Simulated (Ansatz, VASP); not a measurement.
## BAs in VASP and in Ansatz

Contents of INCAR:

```
ALGO = Normal ; EDIFF = 1E-6
ENCUT = 520 ; GGA = CA
ISIF = 2 ; ISMEAR = -1
ISPIN = 2 ; LASPH = T
LCHARG = F ; LORBIT = 11
LREAL = F ; LWAVE = F
MAGMOM = 2 2 ; NBANDS = 15
NELM = 150 ; PREC = Accurate
SIGMA = 0.05
```

The input KPOINTS:

```
k-points
0
Gamma
  14 14 14
```

File POSCAR:

```
BAs
1.0
    0.0000000000      2.3372040735      2.3372040735
    2.3372040735      0.0000000000      2.3372040735
    2.3372040735      2.3372040735      0.0000000000
B As
1 1
Direct
    0.0000000000      0.0000000000      0.0000000000
    0.5000000000      0.5000000000      0.5000000000
```

Input for Ansatz:

```yaml
crystal:
  lattice:
    - [0.0, 2.3372040735, 2.3372040735]
    - [2.3372040735, 0.0, 2.3372040735]
    - [2.3372040735, 2.3372040735, 0.0]
  atoms:
    - { symbol: B, position: [0.0, 0.0, 0.0], spin: 2.0 }
    - { symbol: As, position: [0.5, 0.5, 0.5], spin: 2.0 }
kpoints:
  mp_grid: { grid: [14, 14, 14] }
scf:
  occupations: { method: fermi_dirac, width: 0.05 }
  n_extra_bands: 8
hamiltonian:
  xc: lda
  pseudopotentials: { kind: all_electron, lapw: { basis_error: 0.0005 } }
output:
  forces: true
  stress: true
  eigenvalues: true
magnetization:
  spin_polarized: true
```

Measurements of this composition are mostly on another form, of space group No. 216.

Alike in both runs: task single point; functional LDA; k mesh 14 × 14 × 14; occupations fermi-dirac, width 0.05 eV; collinear spin.

|  | VASP | Ansatz |
| --- | --- | --- |
| version | VASP 6.6.1 | Ansatz 0.2.0 |
| potentials or method | VASP PAW LDA potentials, release 64 (B, As) | all-electron LAPW, scalar-relativistic |
| plane-wave cutoff (eV) | 520 | see its input |

Ansatz gave:

| Property | Result |
| --- | --- |
| gap on the k mesh at the Fermi level (eV) | none |
| pressure (GPa) | -10.8 |
| net moment per atom (μB) | 0.00 |

Which values does VASP return?

gap on the k mesh at the Fermi level (eV): none; pressure (GPa): -10.4; net moment per atom (μB): 0.00.

A gap of «none» marks a metal or a gap that the smearing closes. Ansatz ran all-electron here, so the differences hold the error of VASP's frozen core and of both bases. Ansatz warned: «seeded_moment_not_kept».
